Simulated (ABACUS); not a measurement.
GaN in ABACUS: the effect of functional

Crystal: GaN.

```
CELL_PARAMETERS angstrom
0.00000 2.20750 2.20750
2.20750 0.00000 2.20750
2.20750 2.20750 0.00000
ATOMIC_POSITIONS crystal
Ga 0.00000 0.00000 0.00000
N 0.25000 0.25000 0.25000
```

The cell is a database's computed one.

The cell isn't the ideal one: volume scaled by 0.94.

Alike in all runs:

```yaml
Program: ABACUS 3.10.1
Task: equation of state
Potentials_or_basis: SG15 ONCV 1.2 PBE
Cutoff: 1143 eV
Density_cutoff: 4572 eV
Basis: plane waves
k_mesh: 7 × 7 × 7
Occupations: fermi-dirac, width 0.05 eV
Spin: no spin polarisation
```

| functional | gap on the mesh (eV) | pressure (GPa) |
| --- | --- | --- |
| LDA | 1.94 | 8.2 |
| PBEsol | 2.05 | 13.5 |
| WC | 2.06 | 13.8 |
| RPBE | 2.30 | 23.6 |
| SCAN | ? | ? |
| TPSS | 2.14 | 18.1 |

Question: What does the run with functional SCAN give?

Answer: gap on the mesh 2.21 eV; pressure 10.4 GPa.

Caveats: the potentials were made for another functional, which shifts forces and pressure.

Runs at the PBE level aren't shown here.
